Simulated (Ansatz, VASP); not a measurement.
**GaSb3 in VASP and in Ansatz**

INCAR

```
SYSTEM = GaSb3
PREC = Accurate
ENCUT = 520
EDIFF = 1E-6
ISMEAR = -1
SIGMA = 0.05
LREAL = .False.
LASPH = .True.
NELM = 60
ALGO = Normal
ISIF = 2
LWAVE = .False.
LCHARG = .True.
GGA = PS
LELF = .True.
LVHAR = .True.
NBANDS = 22
```

File KPOINTS:

```
regular mesh
0
Gamma
  6 6 6
  0 0 0
```

File POSCAR:

```
GaSb3
1.0
    0.0000000000      3.6544390392      3.6544390392
    3.6544390392      0.0000000000      3.6544390392
    3.6544390392      3.6544390392      0.0000000000
Sb Ga
3 1
Direct
    0.5000000000      0.5000000000      0.5000000000
    0.7500000000      0.7500000000      0.7500000000
    0.2500000000      0.2500000000      0.2500000000
    0.0000000000      0.0000000000      0.0000000000
```

Contents of input.yaml:

```yaml
crystal:
  lattice:
    - [0.0, 3.6544390392, 3.6544390392]
    - [3.6544390392, 0.0, 3.6544390392]
    - [3.6544390392, 3.6544390392, 0.0]
  atoms:
    - { symbol: Sb, position: [0.5, 0.5, 0.5] }
    - { symbol: Sb, position: [0.75, 0.75, 0.75] }
    - { symbol: Sb, position: [0.25, 0.25, 0.25] }
    - { symbol: Ga, position: [0.0, 0.0, 0.0] }
kpoints:
  mp_grid: { grid: [6, 6, 6] }
scf:
  occupations: { method: fermi_dirac, width: 0.05 }
hamiltonian:
  xc: pbesol
  pseudopotentials: { kind: all_electron, lapw: { basis_error: 0.001 } }
output:
  forces: true
  stress: true
  eigenvalues: true
```

Change from the starting cell: volume scaled by 0.94.

Alike in both runs: task single point; functional PBEsol; k mesh 6 × 6 × 6; occupations fermi-dirac, width 0.05 eV; no spin polarisation.

```csv
,VASP,Ansatz
version,VASP 6.6.1,Ansatz 0.2.0
potentials or method,"VASP PAW PBE potentials, release 64 (Sb, Ga_d)","all-electron LAPW, scalar-relativistic"
plane-wave cutoff (eV),520,see its input
```

```csv
,VASP,Ansatz,Ansatz less VASP
gap on the k mesh at the Fermi level (eV),none,none,-
pressure (GPa),-0.4,-0.4,+0.02
```

A gap of «none» marks a metal or a gap that the smearing closes. Ansatz ran all-electron here, so the differences hold the error of VASP's frozen core and of both bases.

Caveats: the PAW data sets were made with another functional, which shifts forces and pressure a little (VASP). The runs have no spin-orbit coupling, so splittings on Sb are missing.
